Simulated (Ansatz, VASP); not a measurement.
## LiF (Griceite) in VASP and in Ansatz

File INCAR:

```
  PREC = Accurate
  ENCUT = 520
  EDIFF = 1E-7
  ISMEAR = -1
  SIGMA = 0.05
  LREAL = F
  LASPH = T
  NELM = 80
  ALGO = Normal
  ISIF = 2
  LWAVE = F
  LCHARG = F
  GGA = PS
  NBANDS = 12
```

Contents of KPOINTS:

```
Automatic mesh
0
Gamma
  11 11 11
```

POSCAR

```
LiF
1.0
    0.0000000000      1.9867804471      1.9867804471
    1.9867804471      0.0000000000      1.9867804471
    1.9867804471      1.9867804471      0.0000000000
F Li
1 1
Direct
    0.5000000000      0.5000000000      0.5000000000
    0.0000000000      0.0000000000      0.0000000000
```

input.yaml

```yaml
crystal:
  lattice:
    - [0.0, 1.9867804471, 1.9867804471]
    - [1.9867804471, 0.0, 1.9867804471]
    - [1.9867804471, 1.9867804471, 0.0]
  atoms:
    - { symbol: F, position: [0.5, 0.5, 0.5] }
    - { symbol: Li, position: [0.0, 0.0, 0.0] }
hamiltonian:
  xc: pbesol
  pseudopotentials: { kind: paw }
kpoints:
  mp_grid: { grid: [11, 11, 11] }
scf:
  occupations: { method: fermi_dirac, width: 0.05 }
output:
  forces: true
  stress: true
  eigenvalues: true
  write_density: true
  write_potential: true
  elf: true
  volumetric_format: npy
```

Change from the starting cell: volume scaled by 0.96.

Alike in both runs: task single point; functional PBEsol; k mesh 11 × 11 × 11; occupations fermi-dirac, width 0.05 eV; no spin polarisation.

```csv
,VASP,Ansatz
version,VASP 6.6.1,Ansatz 0.2.0
potentials or method,"VASP PAW PBE potentials, release 64 (F, Li_sv)",Ansatz PAW
plane-wave cutoff (eV),520,420
valence electrons in the cell,10,10
```

VASP gave:

```
gap on the k mesh at the Fermi level (eV) : 9.29
least direct gap on the mesh (eV)         : 9.29
```

Estimate Ansatz's values.

gap on the k mesh at the Fermi level (eV): 9.28; least direct gap on the mesh (eV): 9.28.

The functional is the same, so the differences come from potentials, cutoffs and numerics.

Caveats: an odd mesh through Γ misses points on the zone boundary, where band edges often lie (VASP); odd divisions of the mesh miss points on the zone boundary, where band edges often lie, so the gap on the mesh can be too wide (Ansatz).
